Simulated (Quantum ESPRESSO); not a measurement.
**TaS2: band structure with PBEsol**

Crystal: TaS2.

```
CELL_PARAMETERS angstrom
3.35000 0.00000 0.00000
-1.67500 2.90119 0.00000
0.00000 0.00000 5.86000
ATOMIC_POSITIONS crystal
Ta 0.00000 0.00000 0.00000
S 0.66667 0.33333 0.75000
S 0.33333 0.66667 0.25000
```

```yaml
Program: Quantum ESPRESSO 7.5
Task: band structure
Functional: PBEsol
Potentials_or_basis: GBRV 1.5 PBEsol
Cutoff: 762 eV
Density_cutoff: 6095 eV
k_mesh: 9 × 9 × 5
Occupations: fermi-dirac, width 0.05 eV
Spin: no spin polarisation
Mixing_beta: 0.5
Most_SCF_iterations: 120
SCF_threshold: 6e-10 Ry
```

* Pressure: 4.4 GPa
* Largest force: 0.995 eV/Å
* Band gap on the k mesh: none (metal or under the smearing width)

Forces on the atoms (eV/Å):
```
Ta   0.000  0.000  0.000
S    0.000  0.000 -0.995
S    0.000  0.000  0.995
```

Stress tensor (GPa, compression positive):
```
2.59 0.00 0.00
0.00 2.59 0.00
0.00 0.00 8.07
```

Levels at the corners of the path, in eV from the Fermi level:
```tsv
point	band 8	band 9	band 10	band 11	band 12	band 13	band 14	band 15	band 16	band 17
Γ	-4.25	-4.25	-1.30	-0.75	-0.75	0.02	0.02	0.27	4.11	4.11
M	-4.64	-4.49	-4.08	-3.45	-2.24	-0.80	2.46	3.00	4.45	5.24
K	-5.51	-5.51	-3.79	-3.79	-3.17	1.15	2.15	2.15	4.17	4.17
Γ	-4.25	-4.25	-1.30	-0.75	-0.75	0.02	0.02	0.27	4.11	4.11
A	-4.22	-4.22	-3.57	-0.89	-0.89	-0.01	-0.01	1.25	4.54	4.54
L	-5.27	-4.37	-4.21	-2.21	-1.95	-1.26	2.45	2.99	4.32	4.53
H	-5.59	-5.48	-3.78	-3.52	-3.52	1.24	1.46	1.46	5.09	5.09
A	-4.22	-4.22	-3.57	-0.89	-0.89	-0.01	-0.01	1.25	4.54	4.54
L	-5.27	-4.37	-4.21	-2.21	-1.95	-1.26	2.45	2.99	4.32	4.53
M	-4.64	-4.49	-4.08	-3.45	-2.24	-0.80	2.46	3.00	4.45	5.24
K	-5.51	-5.51	-3.79	-3.79	-3.17	1.15	2.15	2.15	4.17	4.17
H	-5.59	-5.48	-3.78	-3.52	-3.52	1.24	1.46	1.46	5.09	5.09
```

Run time: 71 s on 2 MPI ranks on Arm Neoverse V1, on a shared host, peak memory 0.54 GiB a rank.

Caveat: spin-orbit coupling is left out, which moves the levels of the heavy elements; this functional lacks dispersion, which binds the layers, so the pressure and a relaxed spacing across them are unreliable.
